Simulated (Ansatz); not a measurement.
# Si: the cost of one run

Method: DFT PBE, scalar-relativistic, plane waves, PAW, in Ansatz 0.2.0.

1 further run of the same task is left out (set aside as unsound or not needed).

## (1) The structure to begin with

It takes space group P6_3/mmc (No. 194, hexagonal). The conventional cell has a = 3.862 Å, b = 3.862 Å, c = 18.989 Å, α = 90.00°, β = 90.00°, γ = 120.00°. Around Si (site symmetry 3m) lie 4 Si at 2.37 to 2.39 Å. Si (site symmetry 3m) has 4 Si at 2.37 Å as nearest neighbours.

As a file:

```cif
data_structure
_symmetry_space_group_name_H-M 'P6_3/mmc'
_symmetry_Int_Tables_number 194
_cell_length_a 3.8619
_cell_length_b 3.8619
_cell_length_c 18.9895
_cell_angle_alpha 90.000
_cell_angle_beta 90.000
_cell_angle_gamma 120.000
_cell_volume 245.28
loop_
_atom_site_label
_atom_site_type_symbol
_atom_site_symmetry_multiplicity
_atom_site_Wyckoff_symbol
_atom_site_fract_x
_atom_site_fract_y
_atom_site_fract_z
_atom_site_occupancy
Si1 Si 4 e 0.00000 0.00000 0.81282 1
Si2 Si 4 f 0.33333 0.66667 0.97919 1
Si3 Si 4 f 0.33333 0.66667 0.64539 1
```

The cell was relaxed beforehand at this level, from a generated guess; it needn't be the stable form of this composition. At a tolerance of 0.02 Å it has space group P6_3/mmc (No. 194); it has 20.44 Å³/atom, an uncorrected energy of +0.00 eV/atom over the standard state.

## (2) Static run: bands, density of states and charges

input.yaml reads:

```yaml
crystal:
  lattice:
    - [3.8619382063, 0.0, 0.0]
    - [-1.9309691032, 3.3445365945, 0.0]
    - [0.0, 0.0, 18.9894708]
  atoms:
    - { symbol: Si, position: [0.0, 0.0, 0.812817] }
    - { symbol: Si, position: [0.0, 0.0, 0.312817] }
    - { symbol: Si, position: [0.3333333333, 0.6666666667, 0.979189] }
    - { symbol: Si, position: [0.6666666667, 0.3333333333, 0.479189] }
    - { symbol: Si, position: [0.3333333333, 0.6666666667, 0.64539] }
    - { symbol: Si, position: [0.6666666667, 0.3333333333, 0.14539] }
    - { symbol: Si, position: [0.0, 0.0, 0.687183] }
    - { symbol: Si, position: [0.0, 0.0, 0.187183] }
    - { symbol: Si, position: [0.3333333333, 0.6666666667, 0.85461] }
    - { symbol: Si, position: [0.6666666667, 0.3333333333, 0.35461] }
    - { symbol: Si, position: [0.3333333333, 0.6666666667, 0.520811] }
    - { symbol: Si, position: [0.6666666667, 0.3333333333, 0.020811] }
basis:
  ecutwfc: 420
kpoints:
  mp_grid: { grid: [12, 12, 2] }
  band_path:
    path:
      - [[0.0, 0.0, 0.0], [0.5, 0.0, 0.0], [0.33333333, 0.33333333, 0.0], [0.0, 0.0, 0.0], [0.0, 0.0, 0.5], [0.5, 0.0, 0.5], [0.33333333, 0.33333333, 0.5], [0.0, 0.0, 0.5]]
      - [[0.5, 0.0, 0.5], [0.5, 0.0, 0.0]]
      - [[0.33333333, 0.33333333, 0.5], [0.33333333, 0.33333333, 0.0]]
    npoints: 10
hamiltonian:
  xc: pbe
scf:
  occupations: { method: gaussian, width: 0.02 }
  n_extra_bands: 30
output:
  forces: true
  stress: true
  eigenvalues: true
  populations: true
  dos: { projected: true, de: 0.02, nscf_kmesh: { grid: [18, 18, 3] } }
  bader: false
  write_density: true
  write_potential: true
  elf: true
  volumetric_format: npy
```

Launch:

```sh
> ansatz run input.yaml --threads 4 --pin off --max-ram 8192MiB --backend cpu --events-out ev --progress --plain --runs-dir out
```

Q: Estimate wall time and peak memory on 4 threads of Arm Neoverse V1, shared host.

About 32 s, with a peak of 1.1 GiB.
